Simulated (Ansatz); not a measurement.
# Sn: the cost of one run

Method: DFT PBEsol, scalar-relativistic, plane waves, PAW, in Ansatz 0.2.0.

1 further run of the same task is left out (set aside as unsound or not needed).

### Step 1. Starting point

It takes space group I4_1/amd (No. 141, tetragonal). Conventional cell: a = 5.820 Å, b = 5.820 Å, c = 3.174 Å, α = 90.00°, β = 90.00°, γ = 90.00°. Around Sn (site symmetry -4m2) lie 6 Sn at 3.02 to 3.17 Å.

As a file:

```
CELL_PARAMETERS angstrom
-2.90990 2.90990 1.58699
2.90990 -2.90990 1.58699
2.90990 2.90990 -1.58699
ATOMIC_POSITIONS crystal
Sn 0.75000 0.25000 0.50000
Sn 0.00000 0.00000 0.00000
```

It goes back to an entry of the Materials Project.

This cell was relaxed beforehand with the same method: volume 26.88 Å³/atom, gap on the mesh none (metal).

### Step 2. The reference cell

The reference gives a free energy of -11899.5698 eV, pressure -0.01 GPa, largest force 0.000 eV/Å and gap on the mesh none (metal). It was computed beforehand with the settings of the runs below.

### Step 3. The disturbance

All atoms moved at random, sigma 0.25 Å a component. Displacements in the unstrained cell, with the mean shift removed:

| atom | ux (Å) | uy (Å) | uz (Å) |
| --- | --- | --- | --- |
| Sn1 | 0.227 | -0.045 | -0.108 |
| Sn2 | -0.227 | 0.045 | 0.108 |

### Step 4. The disturbed cell, one point

File input.yaml:

```yaml
crystal:
  lattice:
    - [-2.9099000275, 2.9099000275, 1.5869856508]
    - [2.9099000275, -2.9099000275, 1.5869856508]
    - [2.9099000275, 2.9099000275, -1.5869856508]
  atoms:
    - { symbol: Sn, position: [0.7083468903, 0.2551455326, 0.5312398111] }
    - { symbol: Sn, position: [0.0416531097, -0.0051455326, -0.0312398111] }
basis:
  ecutwfc: 420
kpoints:
  mp_grid: { grid: [12, 12, 12] }
hamiltonian:
  xc: pbesol
scf:
  occupations: { method: gaussian, width: 0.15 }
output:
  forces: true
  stress: true
  eigenvalues: true
  write_density: true
  write_potential: true
  elf: true
  volumetric_format: npy
```

The run is started by

```bash
$ ansatz run input.yaml --threads 2 --pin off --max-ram 5120MiB --backend cpu --events-out ev --progress --plain --runs-dir out
```

Q: Estimate wall time and peak memory on 2 threads of Intel Xeon 6975P-C (Granite Rapids), shared host.

About 14 s, with a peak of 0.89 GiB.
